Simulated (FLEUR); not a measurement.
## AlNi3 under changes of volume

One of the cells (10.932 Å³/atom); the others are scaled copies at fixed shape and fractional positions:

```xyz
4
Lattice="3.5231 0.0000 0.0000 0.0000 3.5231 0.0000 0.0000 0.0000 3.5231" Properties=species:S:1:pos:R:3 pbc="T T T"
Ni    1.7615    1.7615    0.0000
Ni    1.7615    0.0000    1.7615
Ni    0.0000    1.7615    1.7615
Al    0.0000    0.0000    0.0000
```

The cell is a database's computed one.

- Program: FLEUR MaX-R8.1 (later development tree)
- Functional: PBE
- Potentials or basis: all-electron
- Basis: FLAPW
- Kmax: 4.64 1/bohr
- k mesh: 8 × 8 × 8
- Occupations: fermi-dirac, width 0.05 eV
- Spin: collinear spin, ferromagnetic start
- Starting moments: [1.001, 1.001, 1.001, 0.0] μB

| volume (Å³/atom) | energy over the lowest point (meV/atom) | moment (μB per cell) |
| --- | --- | --- |
| 10.276 | 68.01 | 0.64 |
| 10.495 | ? | ? |
| 10.932 | 8.87 | 0.71 |
| 11.369 | 0.00 | 0.73 |
| 11.588 | 2.87 | 0.74 |

Problem. What does the run at 10.495 Å³/atom give?

Solution. Energy over the lowest point 41.33 meV/atom; moment 0.67 μB per cell.

Worked out: A Birch-Murnaghan fit of order 2 (a polynomial in V^(-2/3)) to the other rows has its minimum at 11.34 Å³/atom with B0 = V·E''(V) = 186 GPa. It gives 41.36 meV/atom at 10.495 Å³/atom, against the run's 41.33. A parabola through the other rows of the moment, of slope 0.114 μB per Å³/atom there, gives 0.67 μB, against the run's 0.67.

Energies are extrapolated to zero smearing.
